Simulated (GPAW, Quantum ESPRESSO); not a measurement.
Consider CdO (Monteponite, Fm-3m).

```
Cd O
1.0
     0.00000    2.34950    2.34950
     2.34950    0.00000    2.34950
     2.34950    2.34950    0.00000
Cd O
1 1
Cartesian
  0.0000 0.0000 0.0000
  2.3495 2.3495 2.3495
```

Absorber: atom 2, with 6 Cd at 2.35 Å (octahedral, site symmetry m-3m). Method: Quantum ESPRESSO XSpectra, PBE, excited-electron core hole (neutral cell), 12-atom cell with 5.8 Å between holes, 6×6×6 k points, dipole transitions, Lorentzian half width 0.3 eV up to 4 eV, rising linearly to 2.5 eV at 25 eV.

Q: What does the O K edge look like?

Main maxima up to 24 eV above the zero (height): 2.0 eV (2.06), 2.7 eV (2.09), 4.3 eV (1.97), 5.6 eV (1.94), 9.8 eV (0.91) and 22.3 eV (1.33). A K edge sees empty p states on the absorber. The total-energy difference is 537.49 eV. One term is added: -8.91 eV, since the hole is spin-paired here and a spin-polarised one costs that much less in the free atom (computed apart). The photon energy is then 528.58 eV. The functional leaves an error of a few eV in such absolute values.

The O K spectrum (energy from the energy zero of the input (xe0, at the border of filled and empty states); intensity scaled to a mean of 1 over the first 20 eV; the points at xe0, where the cut of filled states can leave a spike, are interpolated):

```tsv
E (eV)	intensity
-2.0	0.06
-1.4	0.08
-0.8	0.13
-0.2	0.30
0.4	0.74
1.0	1.23
1.6	1.84
2.2	2.01
2.8	2.06
3.4	1.69
4.0	1.76
4.6	1.84
5.2	1.83
5.8	1.89
6.4	1.58
7.0	1.25
7.6	0.96
8.2	0.81
8.8	0.78
9.4	0.87
10.0	0.90
10.6	0.77
11.2	0.62
11.8	0.53
12.4	0.48
13.0	0.46
13.6	0.44
14.2	0.43
14.8	0.43
15.4	0.44
16.0	0.47
16.6	0.51
17.2	0.56
17.8	0.62
18.4	0.69
19.0	0.77
19.6	0.87
20.2	0.99
20.8	1.13
21.4	1.25
22.0	1.32
22.6	1.32
23.2	1.27
23.8	1.17
24.4	1.07
25.0	0.97
25.6	0.89
26.2	0.82
26.8	0.76
27.4	0.71
28.0	0.68
28.6	0.67
29.2	0.67
29.8	0.69
30.4	0.72
31.0	0.74
31.6	0.75
```

The holes are only 5.8 Å apart, so the shape is probably not converged with cell size; no larger cell was run here. Lifetime broadening is put in by hand, and intensities beyond about 20 eV depend on it and on the partial waves. The structure is a published determination, not relaxed.

[Banner, clock and machine lines of the logs are left out without a mark of their own.]

[Logs are printed without paths, hosts, clocks, repeated set-up lines and the standing remarks that a program may print on its own settings, such as how far it seeks lower states.]

[Hosts, paths, dates, database ids (printed as entryN), source tags and the programs' standing remarks are cut or masked in the printed files.]

[Lists of maxima count a maximum above −3 eV only where it reaches 4 % of the highest in the window and stands out from its surroundings by 2 % of it (1.5 % where it reaches 55 %); shoulders and weaker maxima are passed over, and of the rest the first, up to two pre-edge ones and the few strongest are named.]
